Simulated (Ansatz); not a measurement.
# Pd (Im-3m) in Ansatz: equation of state

How stiff is Pd in PBE, and what volume does it want? The cell is scaled to several volumes.

All numbers are computed with Ansatz 0.2.0; they aren't measurements. Logs are shortened: lines on timing, memory, paths and dates and some standing lists are left out, and cuts for length are marked.

## (1) Starting point

Symmetry: Im-3m, No. 229, cubic system. The conventional cell has a = 3.145 Å, b = 3.145 Å, c = 3.145 Å, α = 90.00°, β = 90.00°, γ = 90.00°. Pd (site symmetry m-3m) is surrounded by 8 Pd at 2.72 Å.

This isn't the form of Pd at room conditions, which is fcc.

## (2) Equation of state, PBE

Potentials or basis: all-electron LAPW, scalar-relativistic.

No new run: the results of the series are fitted here.

What came out:

- Equilibrium volume: 15.43 Å³/atom
- Bulk modulus: 165 GPa
- Pressure derivative of the bulk modulus: 5.5

Energy against volume, from the lowest point:
```csv
volume (Å³/atom),energy (meV/atom)
14.614,24.57
14.925,8.72
15.236,0.86
15.547,0.00
15.858,5.28
16.169,15.95
16.480,31.32
```
